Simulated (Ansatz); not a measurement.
# Calculation log, NaH (Fm-3m) (relaxation)

Computed with LDA, PAW on Ansatz 0.2.0's default frozen-core files (fitted under PBE), scalar-relativistic; not a measurement.

The structure is one entry of a database and needn't be the stable phase.

Command:

```sh
ansatz run input.yaml --threads 2 --pin off --max-ram 6144MiB --backend cpu --events-out ev --progress --plain --runs-dir out
```

Input:

```yaml
crystal:
  lattice:
    - [0.0, 2.44, 2.44]
    - [2.44, 0.0, 2.44]
    - [2.44, 2.44, 0.0]
  atoms:
    - { symbol: Na, position: [0.0, 0.0, 0.0] }
    - { symbol: H, position: [0.5, 0.5, 0.5] }
kpoints:
  mp_grid: { grid: [12, 12, 12] }
scf:
  occupations: { method: fermi_dirac, width: 0.05 }
hamiltonian:
  xc: lda
  pseudopotentials: { kind: paw }
relax:
  f_tol: 0.002
  max_steps: 80
  cell: {}
output:
  forces: true
  stress: true
```

Output (shortened where marked):

```
Warning: RAYON_NUM_THREADS=2 ignored (pool sized by the plan → 2); use --threads N
Engine: ansatz 0.2.0, x86_64-unknown-linux-gnu
Pseudopotentials: kind: paw
Pseudopotential: Na, paw, valence charge 9, recommended cutoff 420 eV (normal), Na.paw.azcp
Pseudopotential: H, paw, valence charge 1, recommended cutoff 420 eV (normal), H.paw.azcp
Functional definition: SPW92
  exchange = slater_x
  correlation = pw_c
Crystal: 2 atoms, lattice volume = 29.054 Å³
Basis set: ecut = 420 eV, 537 PW (Γ)
Bands: 9, of which v1, the nominal top of the filled ones, is band 5 counted from 1 (4 counted from 0)
Symmetry: 48 space group operations
Space group: Fm-3m (ITA 225), of the structure as read, at distance tolerance 3.1e-5 Å
k-points: 72 of 1728
Non-local potential: Na, projectors of the file, l = 0: 3, l = 1: 2, l = 2: 1
Non-local potential: H, projectors of the file, l = 0: 2, l = 1: 1
PAW form: soft (Blöchl's): semilocal exchange-correlation on the pseudo side does not see the compensation charge
PAW frozen core: Na, regenerated for the run's functional, and the local potential with it (the file was generated under x = pbe(κ = 0.804, μ = 0.2195149727645171), c = pbe(β = 0.06672455060314922))
PAW one-centre angular grid: Na, 110 points (default); XC on 64 Gauss nodes
PAW one-centre angular grid: H, 110 points (default); XC on 64 Gauss nodes
Initial density: superposition of atomic densities (neutral atoms: chi_scale 0, normalization atom), corrected by the library's trained network
Initial wavefunctions: pseudopotential atomic-orbital guess
Functional: x = slater, c = lda
SCF iter   1: F=—  HF=-1482.672146 eV  |F-HF|=—  |Δ(HF+E_count)|=         —  Δρ=1.17e-2  dr2=3.17e-2  ethr=1.77e-3  ⟨swp⟩=5.1  Hψ=4174  notcnv=0
preconditioner: auto → none  [insulator: Δε(μ)=3.188 eV  Ē_g=10.583 eV  σ=0.050 eV  W_gap=1.00  n_scr=8 (ndim 8)  ℏωp=9.7 eV  f_vac=0.000  D(μ)=0.00/eV (n_scr^D=0)  ε∞_Penn≈1.8]
SCF iter   2: F=—  HF=-1482.658415 eV  |F-HF|=—  |Δ(HF+E_count)|=   1.37e-2  Δρ=2.80e-3  dr2=2.04e-3  ethr=3.17e-4  ⟨swp⟩=2.0  Hψ=1390  notcnv=0
SCF iter   3: F=—  HF=-1482.657629 eV  |F-HF|=—  |Δ(HF+E_count)|=   7.86e-4  Δρ=1.13e-4  dr2=1.67e-6  ethr=2.04e-5  ⟨swp⟩=2.0  Hψ=717  notcnv=0
SCF iter   4: F=—  HF=-1482.657630 eV  |F-HF|=—  |Δ(HF+E_count)|=   1.48e-6  Δρ=4.69e-5  dr2=1.82e-7  ethr=1.67e-8  ⟨swp⟩=2.1  Hψ=1006  notcnv=0
iter 5 did not close the SCF: its close was put off for the readings that it lacked (scf_convergence_deferred on its scf_iter line)
SCF iter   5: F=-1482.657631 eV  HF=-1482.657631 eV  |F-HF|=3.63e-9  |Δ(HF+E_count)|=   3.67e-7  Δρ=7.15e-6  dr2=7.05e-9  ethr=1.82e-9  ⟨swp⟩=3.0  Hψ=946  notcnv=0
SCF iter   6: F=-1482.657631 eV  HF=-1482.657631 eV  |F-HF|=5.84e-11  |Δ(HF+E_count)|=   1.19e-9  Δρ=1.29e-6  dr2=1.22e-10  ethr=7.05e-11  ⟨swp⟩=1.4  Hψ=2060  notcnv=0
SCF 1 converged in 6 iterations: F = -1482.657631 eV  dr2 = 1.22e-10
  greatest PAW one-centre occupation: 0.999 electrons in one spin orbital (limit 2), on the Na atom at site 0 (counted from 0), in its partial waves of l = 0
[... 21 lines left out ...]
SCF 3 converged in 4 iterations: F = -1482.687833 eV  dr2 = 2.63e-8
relax step   3: F+E_penalty+E_count = -1482.68783345 eV  Δ(F+E_penalty+E_count) = -9.191e-4 eV  max|allowed force component| = 1.685e-31 eV/Å  Δτ_max = 0.0000 Å  P = +0.090 GPa  Ω = 25.722 Å³  energy of the carried Pulay ...
Crystal: 2 atoms, lattice volume = 25.808 Å³
iter 1 solved again at ethr=1.30e-7 eV; its pass at ethr=3.10e-3 eV (dr2=1.30e-5 eV) is discarded
SCF iter   1: F=—  HF=-1482.687830 eV  |F-HF|=—  |Δ(HF+E_count)|=         —  Δρ=2.18e-4  dr2=1.32e-5  ethr=1.30e-7  ⟨swp⟩=2.3  Hψ=5354  notcnv=0
preconditioner: auto → none  [insulator: Δε(μ)=3.543 eV  Ē_g=11.453 eV  σ=0.050 eV  W_gap=1.00  n_scr=8 (ndim 8)  ℏωp=10.3 eV  f_vac=0.000  D(μ)=0.00/eV (n_scr^D=0)  ε∞_Penn≈1.8]
SCF iter   2: F=—  HF=-1482.687825 eV  |F-HF|=—  |Δ(HF+E_count)|=   5.05e-6  Δρ=4.57e-5  dr2=6.69e-7  ethr=1.30e-7  ⟨swp⟩=1.8  Hψ=703  notcnv=0
SCF iter   3: F=-1482.687825 eV  HF=-1482.687825 eV  |F-HF|=1.02e-9  |Δ(HF+E_count)|=   2.76e-7  Δρ=5.64e-6  dr2=6.74e-9  ethr=2.03e-10  ⟨swp⟩=3.1  Hψ=2373  notcnv=0
SCF 4 converged in 3 iterations: F = -1482.687825 eV  dr2 = 6.74e-9
relax step   4: F+E_penalty+E_count = -1482.68782454 eV  Δ(F+E_penalty+E_count) = +8.910e-6 eV  max|allowed force component| = 9.203e-31 eV/Å  Δτ_max = 0.0000 Å  P = -0.002 GPa  Ω = 25.808 Å³  energy of the carried Pulay ...
Initial wavefunctions: pseudopotential atomic-orbital guess (no wavefunctions were taken with the density)
iter 1 solved again at ethr=5.57e-8 eV; its pass at ethr=3.10e-3 eV (dr2=5.57e-6 eV) is discarded
SCF iter   1: F=—  HF=-1482.686916 eV  |F-HF|=—  |Δ(HF+E_count)|=         —  Δρ=1.89e-4  dr2=9.43e-7  ethr=5.57e-8  ⟨swp⟩=3.0  Hψ=5874  notcnv=0
preconditioner: auto → none  [insulator: Δε(μ)=3.546 eV  Ē_g=11.456 eV  σ=0.050 eV  W_gap=1.00  n_scr=8 (ndim 8)  ℏωp=10.3 eV  f_vac=0.000  D(μ)=0.00/eV (n_scr^D=0)  ε∞_Penn≈1.8]
SCF iter   2: F=—  HF=-1482.686918 eV  |F-HF|=—  |Δ(HF+E_count)|=   1.67e-6  Δρ=9.22e-5  dr2=1.94e-7  ethr=9.43e-9  ⟨swp⟩=1.0  Hψ=648  notcnv=0
SCF iter   3: F=—  HF=-1482.686918 eV  |F-HF|=—  |Δ(HF+E_count)|=   5.88e-7  Δρ=1.10e-5  dr2=4.33e-9  ethr=1.94e-9  ⟨swp⟩=1.2  Hψ=663  notcnv=0
SCF iter   4: F=-1482.686918 eV  HF=-1482.686918 eV  |F-HF|=2.27e-12  |Δ(HF+E_count)|=   5.08e-9  Δρ=3.95e-7  dr2=9.98e-12  ethr=1.00e-12  ⟨swp⟩=4.6  Hψ=2747  notcnv=0
SCF 5 converged in 4 iterations: F = -1482.686918 eV  dr2 = 9.98e-12
relax step   5: F+E_penalty+E_count = -1482.68691830 eV  Δ(F+E_penalty+E_count) = +9.062e-4 eV  max|allowed force component| = 2.024e-31 eV/Å  Δτ_max = 0.0000 Å  P = -0.025 GPa  Ω = 25.808 Å³  stress off target by 2.49e-2 GPa  ...
basis re-selected at this cell: Δ(F+E_penalty+E_count) = +9.062e-4 eV, ΔP = -0.023 GPa vs the last step (what re-selecting the basis moved, of the pressure what is left beyond the Pulay correction that the steps carried, after ...
SCF converged after 4 iterations
Free energy (F): -1482.686918 eV
Harris-Foulkes:  -1482.686918 eV  (|F-HF|=2.27e-12)
Internal energy: -1482.686918 eV  (E = F + TS)
E sigma→0 (E₀):  -1482.686918 eV
Fermi energy:    3.006580 eV
--- Per-component energies (eV) ---
  E_band       = -222.487915
  E_kinetic    = 133.909185
  E_local      = -1298.756634  (includes V_loc(G=0)·N_el)
  E_nonlocal   = 118.066214
  E_hartree    = 463.118292
  E_xc         = -47.045997
  E_vxc        = -61.256265  (∫ρ·V_xc dr)
  E_paw        = -244.994102  (= ΣΔE_a)
  E_vpaw       = -40.686013  (= ΣTr[D̂ρ^β])
  E_aug_tail   = -0.001093  (compensation charges beyond the density's cutoff)
  E_ewald      = -607.123673
  E_core_change = 0.140890  (= ΣΔE_core)
  E_smearing   = -0.000000  (= −TS)
  E_closure    = 0.000000  (closes the sum)
  Σ components = -1482.686918   (vs F -1482.686918, Δ=0.00e0)
--- Forces (eV/Å), atoms counted from 1 ---
  atom   1  Na    -0.00000000     0.00000000    -0.00000000
  atom   2  H      0.00000000    -0.00000000     0.00000000
  max |Σ_I F_I| component: 3.18e-31 eV/Å
--- Stress (GPa, compression-positive) ---
       -0.024874       0.000000       0.000000
        0.000000      -0.024874       0.000000
        0.000000       0.000000      -0.024874
  P = ⅓ Tr σ = -0.0249 GPa (-0.249 kbar)
--- Relaxed structure (4 steps of the walk, 4 accepted, 1 SCFs on fresh bases) ---
  F+E_penalty+E_count = -1482.68691830 eV   max|allowed force component| = 2.024e-31 eV/Å   (the final SCF, on the basis selected at the relaxed cell)
  cell:  # Å, volume = 25.8081 Å³
    - [-2.7387624676813793e-34, 2.345536797297015, 2.345536797297015]
    - [2.345536797297015, 1.2037816427715829e-33, 2.345536797297015]
    - [2.345536797297015, 2.345536797297015, 5.604909236185148e-34]
  atoms:
    - { symbol: Na, position: [4.9332221936270606e-36, -9.044240688302173e-36, -1.7266277677663768e-35] }
    - { symbol: H, position: [0.5, 0.5, 0.5] }
```

Self-consistency was reached.

Relaxation:

Relaxation of a crystal by Kohn-Sham DFT from the given cell to forces under 2 meV/angstrom; pressure positive in compression.

| Quantity | Value |
| --- | --- |
| Energy change | -14.64 meV/atom |
| Volume change | -11.17 % |
| Length change (a, b, c) | -3.871, -3.871, -3.871 % |
| Start pressure | -2.61 GPa |

Known limits: frozen-core PAW files fitted under PBE, their cores solved anew for the functional of the run.

Time and hardware: 5.6 s on 2 threads of AMD EPYC 7571, with other jobs on the host, peak memory 0.35 GiB.
